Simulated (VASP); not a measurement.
# Hg (Im-3m) in VASP: a series of runs

One crystal, Hg, is run at these levels: PBE; tasks: single point.

Program: VASP 6.6.1. These are calculated values, not measurements. Logs are shortened: lines on timing, memory, paths and dates and some standing lists are left out, and cuts for length are marked.

**1. The crystal as given**

Symmetry: Im-3m, No. 229, cubic system. Conventional cell: a = 3.583 Å, b = 3.583 Å, c = 3.583 Å, α = 90.00°, β = 90.00°, γ = 90.00°. Hg (site symmetry m-3m) has 8 Hg at 3.10 Å as nearest neighbours.

The cell was built by a generator and needn't be a form met in nature.

**2. Single point, PBE**

Input file INCAR:

```
  ALGO = Normal
  EDIFF = 1E-6
  ENCUT = 520
  GGA = PE
  ISIF = 2
  ISMEAR = 0
  LASPH = True
  LCHARG = False
  LREAL = False
  LWAVE = False
  NBANDS = 12
  NELM = 100
  PREC = Accurate
  SIGMA = 0.05
```

Input file KPOINTS:

```
k-points
0
Gamma
  16 16 16
```

Input file POSCAR:

```
Hg
1.0
   -1.7913577498      1.7913577498      1.7913577498
    1.7913577498     -1.7913577498      1.7913577498
    1.7913577498      1.7913577498     -1.7913577498
Hg
1
Direct
    0.0000000000      0.0000000000      0.0000000000
```

Potentials or basis: VASP PAW PBE potentials, release 64 (Hg).

Launch:

```
$ cat potpaw_PBE.64/Hg/POTCAR > POTCAR
$ mpirun -np 1 vasp_std > vasp.out
```

OUTCAR:

```text
EDIFF = 1E-6
   ENCUT = 520
   GGA = PE
   ISIF = 2
   ISMEAR = 0
   LASPH = True
   LREAL = False
   NELM = 100
   PREC = Accurate

 ion  position               nearest neighbor table
   1  0.000  0.000  0.000-

  LATTYP: Found a body centered cubic cell.
 ALAT       =     3.5827154996

  Lattice vectors:

 A1 = (  -1.7913577498,   1.7913577498,   1.7913577498)
 A2 = (   1.7913577498,  -1.7913577498,   1.7913577498)
 A3 = (   1.7913577498,   1.7913577498,  -1.7913577498)

Analysis of symmetry for initial positions (statically):
=====================================================================
 Subroutine PRICEL returns:
 Original cell was already a primitive cell.

 Routine SETGRP: Setting up the symmetry group for a
 body centered cubic supercell.

 Subroutine GETGRP returns: Found 48 space group operations
 (whereof 48 operations were pure point group operations)
 out of a pool of 48 trial point group operations.

The static configuration has the point symmetry O_h .

Analysis of symmetry for dynamics (positions and initial velocities):
=====================================================================
 Subroutine PRICEL returns:
 Original cell was already a primitive cell.

 Routine SETGRP: Setting up the symmetry group for a
 body centered cubic supercell.

 Subroutine GETGRP returns: Found 48 space group operations
 (whereof 48 operations were pure point group operations)
 out of a pool of 48 trial point group operations.

The dynamic configuration has the point symmetry O_h .

 Subroutine INISYM returns: Found 48 space group operations
 (whereof 48 operations are pure point group operations),
 and found     1 'primitive' translations

----------------------------------------------------------------------------------------

                                     Primitive cell

  volume of cell :      22.9936

  direct lattice vectors                    reciprocal lattice vectors
    -1.791357750  1.791357750  1.791357750     0.000000000  0.279117893  0.279117893
     1.791357750 -1.791357750  1.791357750     0.279117893  0.000000000  0.279117893
     1.791357750  1.791357750 -1.791357750     0.279117893  0.279117893  0.000000000

  length of vectors
     3.102722637  3.102722637  3.102722637     0.394732309  0.394732309  0.394732309

  position of ions in fractional coordinates (direct lattice)
     0.000000000  0.000000000  0.000000000

[... 82 lines left out ...]
   ISYM   =      2    0-nonsym 1-usesym 2-fastsym
   POTIM  = 0.5000    time-step for ionic-motion
   TEBEG  =    0.0;   TEEND  =   0.0 temperature during run
   PSTRESS=    0.0 pullay stress
   NELECT =      12.0000    total number of electrons
   NUPDOWN=      -1.0000    fix difference up-down
   EMIN   =  10.00;   EMAX   =-10.00  energy-range for DOS
   EFERMI =   0.00;   METHOD = LEGACY
   ISMEAR =     0;   SIGMA  =   0.05  broadening in eV -4-tet -1-fermi 0-gaus
   EFERMI_NEDOS =   21; number of points for ismear=-14 and -15
   IALGO  =     38    algorithm
   IMIX   =      4    mixing-type and parameters
     AMIX     =   0.40;   BMIX     =  1.00
     AMIX_MAG =   1.60;   BMIX_MAG =  1.00
  volume/ion in A,a.u.               =      22.99       155.17
  Fermi-wavevector in a.u.,A,eV,Ry     =   1.318053  2.490759 23.636913  1.737264
  Thomas-Fermi vector in A             =   2.448050
   LORBIT       =      0    0 simple, 1 ext, 2 COOP (PROOUT), +10 PAW based schemes
   GGA     = PE    functional components
   LHFCALC =     F    Hartree Fock is set to
   AEXX    =    0.0000 exact exchange contribution
   IVDW    =     0    specifies the selected vdW correction
   LEPSILON=     F    determine dielectric tensor
   LRPA    =     F    only Hartree local field effects (RPA)
 non-spin polarized calculation
 Gauss-broadening in eV      SIGMA  =   0.05
  energy-cutoff  :      520.00
  volume of cell :       22.99
 maximum number of plane-waves:       637
   NGX = 11   NGY = 11   NGZ = 11

 number of electron      12.0000001 magnetization

 Free energy of the ion-electron system (eV)
  ---------------------------------------------------
  ext. energy  EPLUGINS =         0.00000000
  ---------------------------------------------------
  free energy    TOTEN  =        -0.07979962 eV

  energy without entropy =       -0.07950479  energy(sigma->0) =       -0.07965220

 E-fermi :   2.9102     XC(G=0): -11.0058

 val. band max:        2.8929971445   @ k =  -0.4375   0.5000   0.0625
 cond. band min:       3.0128168691   @ k =   0.5000   0.5000   0.1875
 fundamental gap:      0.1198197246
 Fermi energy:         2.9102335064

 k-point     1 :       0.0000    0.0000    0.0000
  band No.  band energies     occupation
      1      -6.2938      2.00000
      2      -4.2437      2.00000
      3      -4.2437      2.00000
      4      -4.2437      2.00000
      5      -3.2997      2.00000
      6      -3.2997      2.00000
      7      18.2385      0.00000
      8      18.2385      0.00000
      9      18.2385      0.00000
     10      19.6489      0.00000
     11      19.6489      0.00000
     12      19.6489      0.00000
[... 331 lines left out ...]
 k-point    24 :       0.2500    0.1875    0.0000
  band No.  band energies     occupation
      1      -4.7952      2.00000
      2      -4.4153      2.00000
      3      -3.7848      2.00000
      4      -3.4520      2.00000
      5      -3.1787      2.00000
      6      -1.1417      2.00000
      7       6.9989      0.00000
      8       9.8215      0.00000
      9      13.7288      0.00000
     10      19.1120      0.00000
     11      20.8401      0.00000
     12      23.1734      0.00000

 [... further k-points ...]

------------------------ aborting loop because EDIFF is reached ----------------------------------------

  FORCE on cell =-STRESS in cart. coord.  units (eV):
  Direction    XX          YY          ZZ          XY          YZ          ZX
  --------------------------------------------------------------------------------------
  -------------------------------------------------------------------------------------
  Total        1.0483952      1.0483952      1.0483952     -0.0000000      0.0000000      0.0000000
  in kB       73.0514132     73.0514132     73.0514132     -0.0000000      0.0000000      0.0000000
  external PRESSURE =      73.0514132 kB  Pullay stress =       0.0000000 kB

 VOLUME and BASIS-vectors are now :
 -----------------------------------------------------------------------------
  energy-cutoff  :      520.00
  volume of cell :       22.99
      direct lattice vectors                 reciprocal lattice vectors
    -1.791357750  1.791357750  1.791357750     0.000000000  0.279117893  0.279117893
     1.791357750 -1.791357750  1.791357750     0.279117893  0.000000000  0.279117893
     1.791357750  1.791357750 -1.791357750     0.279117893  0.279117893  0.000000000

 POSITION                                       TOTAL-FORCE (eV/Angst)
 -----------------------------------------------------------------------------------
      0.00000      0.00000      0.00000         0.000000     -0.000000      0.000000
 -----------------------------------------------------------------------------------
    total drift:                                0.000000      0.000000      0.000000

  FREE ENERGIE OF THE ION-ELECTRON SYSTEM (eV)
  ---------------------------------------------------
  free  energy   TOTEN  =        -0.0797996187 eV

  energy  without entropy=       -0.0795047872  energy(sigma->0) =       -0.07965220
```

Run time: 8.6 s. Hardware: 1 thread of Intel Xeon 6975P-C (Granite Rapids), shared host; peak memory 0.16 GiB.

Results:

```
Free energy            : -0.0798 eV
Pressure               : 7.3 GPa
Band gap on the k mesh : none (metal or under the smearing width)
```

Spin-orbit coupling is left out, which matters for the levels of Hg.

**3. Single point, PBE**

This run uses another cell than the first one, of 29.78 Å³/atom, 1.295 times its volume.

Input file INCAR:

```
ALGO     = Normal         # electronic algorithm
EDIFF    = 1E-6           # SCF threshold, eV
ENCUT    = 520            # plane-wave cutoff, eV
GGA      = PE             # functional
ISIF     = 2              # what is computed and relaxed
ISMEAR   = 0              # smearing method
LASPH    = T              # aspherical terms in the spheres
LCHARG   = F              # write CHGCAR
LREAL    = F              # projectors in reciprocal space
LWAVE    = F              # write WAVECAR
NBANDS   = 12             # bands
NELM     = 100            # most SCF steps
PREC     = Accurate       # precision mode
SIGMA    = 0.05           # smearing width, eV
```

KPOINTS is that of step 2.

Input file POSCAR:

```
Hg
1.0
   -1.9526172755      1.9526172755      1.9526172755
    1.9526172755     -1.9526172755      1.9526172755
    1.9526172755      1.9526172755     -1.9526172755
Hg
1
Direct
    0.0000000000      0.0000000000      0.0000000000
```

Potentials or basis: VASP PAW PBE potentials, release 64 (Hg).

Launch:

```
$ cat potpaw_PBE.64/Hg/POTCAR > POTCAR
$ mpirun -np 1 vasp_std > vasp.out
```

OUTCAR:

```text
EDIFF = 1E-6
   ENCUT = 520
   GGA = PE
   ISIF = 2
   ISMEAR = 0
   LASPH = T
   LREAL = F
   NELM = 100
   PREC = Accurate

 ion  position               nearest neighbor table
   1  0.000  0.000  0.000-

  LATTYP: Found a body centered cubic cell.
 ALAT       =     3.9052345510

  Lattice vectors:

 A1 = (  -1.9526172755,   1.9526172755,   1.9526172755)
 A2 = (   1.9526172755,  -1.9526172755,   1.9526172755)
 A3 = (   1.9526172755,   1.9526172755,  -1.9526172755)

Analysis of symmetry for initial positions (statically):
=====================================================================
 Subroutine PRICEL returns:
 Original cell was already a primitive cell.

 Routine SETGRP: Setting up the symmetry group for a
 body centered cubic supercell.

 Subroutine GETGRP returns: Found 48 space group operations
 (whereof 48 operations were pure point group operations)
 out of a pool of 48 trial point group operations.

The static configuration has the point symmetry O_h .

Analysis of symmetry for dynamics (positions and initial velocities):
=====================================================================
 Subroutine PRICEL returns:
 Original cell was already a primitive cell.

 Routine SETGRP: Setting up the symmetry group for a
 body centered cubic supercell.

 Subroutine GETGRP returns: Found 48 space group operations
 (whereof 48 operations were pure point group operations)
 out of a pool of 48 trial point group operations.

The dynamic configuration has the point symmetry O_h .

 Subroutine INISYM returns: Found 48 space group operations
 (whereof 48 operations are pure point group operations),
 and found     1 'primitive' translations

----------------------------------------------------------------------------------------

                                     Primitive cell

  volume of cell :      29.7791

  direct lattice vectors                    reciprocal lattice vectors
    -1.952617275  1.952617275  1.952617275     0.000000000  0.256066566  0.256066566
     1.952617275 -1.952617275  1.952617275     0.256066566  0.000000000  0.256066566
[... 113 lines left out ...]
   LRPA    =     F    only Hartree local field effects (RPA)
 non-spin polarized calculation
 Gauss-broadening in eV      SIGMA  =   0.05
  energy-cutoff  :      520.00
  volume of cell :       29.78
 maximum number of plane-waves:       815
 NGX is ok and might be reduce to    28
   NGX = 13   NGY = 13   NGZ = 13

 number of electron      11.9999998 magnetization

 Free energy of the ion-electron system (eV)
  ---------------------------------------------------
  ext. energy  EPLUGINS =         0.00000000
  ---------------------------------------------------
  free energy    TOTEN  =        -0.18010804 eV

  energy without entropy =       -0.17965559  energy(sigma->0) =       -0.17988182

 E-fermi :   1.0819     XC(G=0):  -9.6059

 val. band max:        1.0602593221   @ k =   0.4375   0.1250   0.0000
 cond. band min:       1.0991785841   @ k =   0.4375   0.0625   0.0000
 fundamental gap:      0.0389192620
 Fermi energy:         1.0818500934

 k-point     1 :       0.0000    0.0000    0.0000
  band No.  band energies     occupation
      1      -6.2081      2.00000
      2      -5.3266      2.00000
      3      -5.3266      2.00000
      4      -5.3266      2.00000
      5      -4.7627      2.00000
      6      -4.7627      2.00000
      7      14.5004      0.00000
      8      14.5004      0.00000
      9      14.5004      0.00000
     10      15.5260      0.00000
     11      15.5260      0.00000
     12      15.5260      0.00000
[... 331 lines left out ...]
 k-point    24 :       0.2500    0.1875    0.0000
  band No.  band energies     occupation
      1      -5.5895      2.00000
      2      -5.3792      2.00000
      3      -4.9414      2.00000
      4      -4.8508      2.00000
      5      -4.6825      2.00000
      6      -2.5248      2.00000
      7       4.4432      0.00000
      8       7.0717      0.00000
      9      10.4689      0.00000
     10      15.4163      0.00000
     11      16.4043      0.00000
     12      18.6911      0.00000

 [... further k-points ...]

------------------------ aborting loop because EDIFF is reached ----------------------------------------

  FORCE on cell =-STRESS in cart. coord.  units (eV):
  Direction    XX          YY          ZZ          XY          YZ          ZX
  --------------------------------------------------------------------------------------
  -------------------------------------------------------------------------------------
  Total        0.0134573      0.0134573      0.0134573     -0.0000000     -0.0000000      0.0000000
  in kB        0.7240332      0.7240332      0.7240332     -0.0000000     -0.0000000      0.0000000
  external PRESSURE =       0.7240332 kB  Pullay stress =       0.0000000 kB

 VOLUME and BASIS-vectors are now :
 -----------------------------------------------------------------------------
  energy-cutoff  :      520.00
  volume of cell :       29.78
      direct lattice vectors                 reciprocal lattice vectors
    -1.952617275  1.952617275  1.952617275     0.000000000  0.256066566  0.256066566
     1.952617275 -1.952617275  1.952617275     0.256066566  0.000000000  0.256066566
     1.952617275  1.952617275 -1.952617275     0.256066566  0.256066566  0.000000000

 POSITION                                       TOTAL-FORCE (eV/Angst)
 -----------------------------------------------------------------------------------
      0.00000      0.00000      0.00000         0.000000      0.000000      0.000000
 -----------------------------------------------------------------------------------
    total drift:                               -0.000000     -0.000000     -0.000000

  FREE ENERGIE OF THE ION-ELECTRON SYSTEM (eV)
  ---------------------------------------------------
  free  energy   TOTEN  =        -0.1801080363 eV

  energy  without entropy=       -0.1796555945  energy(sigma->0) =       -0.17988182
```

OSZICAR:

```text
N       E                     dE             d eps       ncg     rms          rms(c)
DAV:   1     0.737820248168E+02    0.73782E+02   -0.63447E+03  3648   0.929E+02
DAV:   2     0.118039770665E+01   -0.72602E+02   -0.68150E+02  3832   0.219E+02
DAV:   3    -0.190884444030E+00   -0.13713E+01   -0.13706E+01  4108   0.341E+01
DAV:   4    -0.192269723964E+00   -0.13853E-02   -0.13853E-02  3844   0.116E+00
DAV:   5    -0.192271970092E+00   -0.22461E-05   -0.22461E-05  3984   0.443E-02    0.168E+00
DAV:   6    -0.180371059935E+00    0.11901E-01   -0.31365E-02  4104   0.193E+00    0.136E+00
DAV:   7    -0.179898527761E+00    0.47253E-03   -0.42119E-03  3928   0.599E-01    0.665E-01
DAV:   8    -0.180082304182E+00   -0.18378E-03   -0.52475E-04  3688   0.265E-01    0.245E-02
DAV:   9    -0.180105145540E+00   -0.22841E-04   -0.16337E-05  3896   0.339E-02    0.661E-03
DAV:  10    -0.180108093958E+00   -0.29484E-05   -0.37662E-06  3688   0.190E-02    0.939E-04
DAV:  11    -0.180108036311E+00    0.57647E-07   -0.23016E-08  1940   0.113E-03
   1 F= -.18010804E+00 E0= -.17988182E+00  d E =-.452442E-03
```

Wall time 17 s (1 thread of Intel Xeon 6975P-C (Granite Rapids), shared host); peak memory 0.19 GiB.

Results:

```yaml
Free_energy: -0.1801 eV
Pressure: 0.1 GPa
Band_gap_on_the_k_mesh: none (metal or under the smearing width)
```
